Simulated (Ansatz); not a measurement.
Consider InCuS₂ in the chalcopyrite structure (space group I-42d, No. 122; a = 5.5770 Å, c = 11.2344 Å). Axes: x, y, z lie along a, b, c of the conventional cell.

Calculations: PBE (Ansatz, an electronic-structure program; PAW; 420 eV plane waves; spin-orbit coupling left out).

For the base:

The pressure is 0.0 GPa.

Perturbation: strain tensor (xx, yy, zz, yz, xz, xy) = (−0.18, −1.00, −1.04, −0.07, −0.20, −0.50) %; the atoms relax in the strained cell.

Predict the new valley order.

The valley order (the lowest conduction-band minima on the path, energy above the VBM, named in the base's zone) amounts to Γ 0.02 eV; X (1/2, 1/2, 0) 1.18 eV; X (0, 0, 1/2) 1.23 eV.

Predict the new largest internal atomic displacement.

The largest internal atomic displacement is 0.010 Å.

How does this affect the energy relative to the base?

The energy increases by 2.6 meV/atom.

What does the calculation give for the pressure after the change?

The pressure (mean of the normal stresses, compression positive) goes from zero to 1.5 GPa.

No phonon test of stability was made. The final runs are not spin-polarised. Gaps under 0.05 eV, about the width of the smearing, are given as zero.
